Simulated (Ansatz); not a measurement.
## Generalised stacking fault in Al3GaN4

The calculation used DFT r2SCAN, scalar-relativistic, plane waves, PAW (Ansatz). Settings: plane waves to 500 eV, k-mesh 5×5×3 (Γ-centred), Gaussian smearing 0.05 eV. No spin polarisation. Energies are free energies at this smearing, counted from the undisturbed cell; pressure is positive in compression.

The undisturbed cell (relaxed at this level; it needn't be the usual structure):

```
Al Ga N
1.0
     0.00000   -4.40124    0.00000
     0.00000    0.00000   -4.40124
     8.80247    0.00000    0.00000
Al Ga N
6 2 8
Direct
  0.50000 0.00000 0.93890
  0.50000 0.00000 0.43890
  0.00000 0.50000 0.93890
  0.00000 0.50000 0.43890
  0.50000 0.50000 0.18890
  0.50000 0.50000 0.68890
  0.00000 0.00000 0.18890
  0.00000 0.00000 0.68890
  0.25554 0.74446 0.06113
  0.25554 0.74446 0.56113
  0.74446 0.25554 0.06113
  0.74446 0.25554 0.56113
  0.25554 0.25554 0.81667
  0.25554 0.25554 0.31667
  0.74446 0.74446 0.81667
  0.74446 0.74446 0.31667
```

The cut lies on the cell's a–b face, a (1 0 0) plane (indices in the standard cell, whose axes needn't be the Cartesian ones shown) of area 19.37 Å², between layers 1.08 Å apart. Vector c is tilted by f times 1·a + 0·b (length 4.401 Å) with the atoms' Cartesian places fixed: one unrelaxed fault a cell.

```tsv
f	γ (mJ/m²)	shear traction, the slope of γ along the slip (GPa)	gap on the mesh (eV)
0.0000	0	0.0	4.01
0.1000	1505	64.4	3.63
0.2000	4891	77.0	2.73
0.3000	?	34.6	?
0.4000	8270	10.3	0.14
0.5000	8497	0.0	0.00
```

By symmetry 0.6000 repeats 0.4000, 0.8000 repeats 0.2000, 0.7000 repeats 0.3000, 0.9000 repeats 0.1000 in energy, with the opposite slope along the path. Where the gap reads zero the k-mesh, chosen for the insulator, is on the coarse side.

Problem. Give the withheld values.

Solution. γ (mJ/m²) at f = 0.3000: 7410; gap on the mesh (eV) at f = 0.3000: 1.31.

Cost: 6 runs of about 9.3 core-minutes in all, on Arm Neoverse V2 (shared hosts).